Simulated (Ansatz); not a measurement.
Crystal: ZnCu2SnS4.

```
Sn Zn Cu S
1.0
    -2.71710    2.71710    5.42480
     2.71710   -2.71710    5.42480
     2.71710    2.71710   -5.42480
Sn Zn Cu S
1 1 2 4
Direct
  0.50000 0.50000 0.00000
  0.25000 0.75000 0.50000
  0.75000 0.25000 0.50000
  0.00000 0.00000 0.00000
  0.62799 0.62839 0.51280
  0.88481 0.37201 0.00040
  0.11559 0.11519 0.48720
  0.37161 0.88441 0.99960
```

Base run:

* Program: Ansatz 0.2.0
* Functional: PBE0
* Potentials or basis: Ansatz PAW
* Cutoff: 420 eV
* Density cutoff: 1680 eV
* k mesh: 6 × 6 × 6
* Occupations: fixed
* Spin: no spin polarisation

Its results: band gap on the k mesh 2.13 eV, direct; largest force 0.146 eV/Å.

Question: The run is repeated on the same cell with these changes: functional from PBE0 to HSE06; level from pbe0 to hse06. What comes out?

Answer: Band gap on the k mesh 1.48 eV, direct; largest force 0.156 eV/Å.

Caveats: spin-orbit coupling is left out, which moves the levels of the heavy elements; the PAW data sets come from PBE, with cores solved anew for the run's functional, which leaves a small shift of forces and pressure.

Not every run made on this cell is shown here.
